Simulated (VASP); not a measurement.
Input of a VASP 6.6.1 run:

INCAR

```
PREC = Accurate ; ENCUT = 600
EDIFF = 1E-7 ; ISMEAR = 1
SIGMA = 0.1 ; LREAL = False
LASPH = True ; NELM = 80
ALGO = Normal ; ISIF = 3
LWAVE = False ; LCHARG = False
GGA = PS ; IBRION = 2
NSW = 90 ; EDIFFG = -0.005
```

File KPOINTS:

```
Automatic mesh
0
Gamma
  12 12 12
```

File POSCAR:

```
Al2Pt                                   
1.0
    0.0000000000      2.9478646450      2.9478646450
    2.9478646450      0.0000000000      2.9478646450
    2.9478646450      2.9478646450      0.0000000000
  Al              Pt            
     2     1
Direct
     0.2500000000000000    0.2500000000000000    0.2500000000000000
     0.7500000000000000    0.7500000000000000    0.7500000000000000
     0.0000000000000000    0.0000000000000000    0.0000000000000000
```

Potentials or basis: VASP PAW PBE potentials, release 64 (Al, Pt).

Command:

```bash
$ cat potpaw_PBE.64/Al/POTCAR potpaw_PBE.64/Pt/POTCAR > POTCAR
$ mpirun -np 1 vasp_std > vasp.out
```

Question: Estimate the band gap on the k mesh.

Answer: None (metal or under the smearing width).

Final structure:
```
CELL_PARAMETERS angstrom
0.00000 2.94786 2.94786
2.94786 0.00000 2.94786
2.94786 2.94786 0.00000
ATOMIC_POSITIONS crystal
Al 0.25000 0.25000 0.25000
Al 0.75000 0.75000 0.75000
Pt 0.00000 0.00000 0.00000
```

Caveat: the relaxation stopped at its first step, so nothing moved. The run has no spin-orbit coupling, so splittings on Pt are missing.
